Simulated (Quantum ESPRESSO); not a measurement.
Runs of Quantum ESPRESSO 7.5 on AlN. It takes space group F-43m (No. 216, cubic). Conventional cell: a = 4.368 Å, b = 4.368 Å, c = 4.368 Å, α = 90.00°, β = 90.00°, γ = 90.00°. Al (site symmetry -43m) is surrounded by 4 N at 1.89 Å. N (site symmetry -43m) is surrounded by 4 Al at 1.89 Å. Measurements of this composition are mostly on another form, of space group No. 186.

```tsv
task	level	potentials or basis	k mesh	cutoff (eV)	smearing	dispersion computed by	SCF threshold	q mesh for exact exchange	cutoff for exact exchange	V0 of scaled cells (Å³/atom)	B0 (GPa)
equation of state	BLYP+D4	PseudoDojo 0.4.1 SR PBE standard	10 × 10 × 10	1143	fermi-dirac 0.05 eV	dftd4 4.3.1 through ASE	4e-10 Ry	-	-	10.40	(b)
equation of state	PBEsol+D4	PseudoDojo 0.4.1 SR PBEsol standard	10 × 10 × 10	1143	fermi-dirac 0.05 eV	dftd4 4.3.1 through ASE	4e-10 Ry	-	-	10.34	206
equation of state	RPBE+D4	PseudoDojo 0.4.1 SR PBE standard	10 × 10 × 10	1143	fermi-dirac 0.05 eV	dftd4 4.3.1 through ASE	4e-10 Ry	-	-	10.12	215
equation of state	PW86PBE+D4	PseudoDojo 0.4.1 SR PBE standard	10 × 10 × 10	1143	fermi-dirac 0.05 eV	dftd4 4.3.1 through ASE	4e-10 Ry	-	-	10.59	188
equation of state	revPBE+D4	PseudoDojo 0.4.1 SR PBE standard	10 × 10 × 10	1143	fermi-dirac 0.05 eV	dftd4 4.3.1 through ASE	4e-10 Ry	-	-	(a)	215
equation of state	BP86+D4	PseudoDojo 0.4.1 SR PBE standard	10 × 10 × 10	1143	fermi-dirac 0.05 eV	dftd4 4.3.1 through ASE	4e-10 Ry	-	-	10.29	206
```

Alike in all rows: no spin polarisation; cell as given.

Task: Fill in the values left out.

Result: (a) 10.15; (b) 197.

Caveats: the potentials were made for another functional, which shifts forces and pressure (some runs).

Runs at the PBE level aren't shown here.
